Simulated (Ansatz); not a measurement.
Here is an Ansatz 0.2.0 calculation.

The input input.yaml:

```yaml
crystal:
  lattice:
    - [3.18, 0.0, 0.0]
    - [-1.59, 2.753960784, 0.0]
    - [0.0, 0.0, 5.166]
  atoms:
    - { symbol: Ga, position: [0.6666666667, 0.3333333333, 0.5] }
    - { symbol: Ga, position: [0.3333333333, 0.6666666667, 0.0] }
    - { symbol: "N", position: [0.6666666667, 0.3333333333, 0.875] }
    - { symbol: "N", position: [0.3333333333, 0.6666666667, 0.375] }
hamiltonian:
  xc: r2scan
  pseudopotentials: { kind: paw_fr }
magnetization:
  noncollinear: true
  spin_orbit: true
kpoints:
  mp_grid: { grid: [7, 7, 4] }
  band_path:
    path:
      - [[0.0, 0.0, 0.0], [0.5, 0.0, 0.0], [0.3333333333, 0.3333333333, 0.0], [0.0, 0.0, 0.0], [0.0, 0.0, 0.5], [0.5, 0.0, 0.5], [0.3333333333, 0.3333333333, 0.5], [0.0, 0.0, 0.5]]
      - [[0.5, 0.0, 0.5], [0.5, 0.0, 0.0]]
      - [[0.3333333333, 0.3333333333, 0.0], [0.3333333333, 0.3333333333, 0.5]]
    npoints: 14
scf:
  occupations: { method: fermi_dirac, width: 0.05 }
  n_extra_bands: 10
output:
  forces: true
  stress: true
  eigenvalues: true
  fatbands: true
```

Potentials or basis: Ansatz PAW.

Command:

```console
$ ansatz run input.yaml --threads 2 --pin off --max-ram 5632MiB --backend cpu --events-out ev --progress --plain --runs-dir out
```

Task: Estimate the pressure.

Result: 1.0 GPa.

Task: Estimate the band gap on the k mesh.

Result: 2.38 eV, direct.

Task: Predict the band gap along the path.

Result: 2.38 eV, direct.

Task: What does it give for the largest force?

Result: 0.142 eV/Å.

Levels at the corners of the path, in eV from the valence-band top:
```tsv
point	band 32	band 33	band 34	band 35	band 36	band 37	band 38	band 39	band 40	band 41
Γ	-0.06	0.00	0.00	0.00	0.00	2.38	2.38	4.86	4.86	10.01
M	-2.87	-2.30	-2.30	-1.02	-1.02	5.59	5.59	6.16	6.16	6.58
K	-3.10	-3.10	-3.08	-2.79	-2.79	5.56	5.56	8.59	8.59	8.60
Γ	-0.06	0.00	0.00	0.00	0.00	2.38	2.38	4.86	4.86	10.01
A	-0.57	-0.55	-0.55	-0.55	-0.55	4.80	4.80	4.80	4.80	9.24
L	-2.03	-1.98	-1.98	-1.98	-1.98	4.91	4.91	4.91	4.91	8.49
H	-4.30	-1.56	-1.56	-1.55	-1.55	7.07	7.07	7.10	7.10	7.86
A	-0.57	-0.55	-0.55	-0.55	-0.55	4.80	4.80	4.80	4.80	9.24
L	-2.03	-1.98	-1.98	-1.98	-1.98	4.91	4.91	4.91	4.91	8.49
M	-2.87	-2.30	-2.30	-1.02	-1.02	5.59	5.59	6.16	6.16	6.58
K	-3.10	-3.10	-3.08	-2.79	-2.79	5.56	5.56	8.59	8.59	8.60
H	-4.30	-1.56	-1.56	-1.55	-1.55	7.07	7.07	7.10	7.10	7.86
```

Caveat: the PAW data sets come from PBE, with cores solved anew for the run's functional, which leaves a small shift of forces and pressure.

**Experimental background.**

From “Studying electronic properties in GaN without electrical contacts using γ-γ vs e−-γ Perturbed Angular Correlations”, 2019, pmc:6823545, for a bulk crystal of GaN: band gap 3.503 ± 0.005 eV (direct).

Against the measured gap of GaN, 3.503 eV (direct; quoted in “Studying electronic properties in GaN without electrical contacts using γ-γ vs e−-γ Perturbed Angular Correlations”, 2019, pmc:6823545), the calculated 2.38 eV is off by -1.12 eV. The value is that of r2SCAN, without temperature or zero-point motion.
